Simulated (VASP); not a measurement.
A run of VASP 6.6.1 is set up as follows.

File INCAR:

```
SYSTEM = WC
  PREC = Accurate
  ENCUT = 520
  EDIFF = 1E-7
  ISMEAR = 0
  SIGMA = 0.1
  LREAL = .FALSE.
  LASPH = .TRUE.
  NELM = 100
  ALGO = Fast
  ISIF = 2
  LWAVE = .FALSE.
  LCHARG = .FALSE.
  GGA = PS
  NBANDS = 16
```

The input KPOINTS:

```
regular mesh
0
G
  24 24 18
  0 0 0
```

POSCAR

```
WC
1.0
    2.8876094872      0.0000000000      0.0000000000
   -1.4438047436      2.5007431721      0.0000000000
    0.0000000000      0.0000000000      2.8701732083
W C
1 1
Direct
    0.0000000000      0.0000000000      0.0000000000
    0.6666666667      0.3333333333      0.5000000000
```

Potentials or basis: VASP PAW PBE potentials, release 64 (W_sv, C).

Run with:

```bash
$ cat potpaw_PBE.64/W_sv/POTCAR potpaw_PBE.64/C/POTCAR > POTCAR
$ mpirun -np 1 vasp_std > vasp.out
```

Q: What does it give for the pressure?

A: -2.4 GPa.

Q: Predict the band gap on the k mesh.

A: None (metal or under the smearing width).

Stress tensor (GPa, compression positive):
```
  2.17   0.00   0.00
  0.00   2.17   0.00
  0.00   0.00 -11.59
```

Caveat: the PAW data sets were made with another functional, which shifts forces and pressure a little. The run has no spin-orbit coupling, so splittings on W are missing.
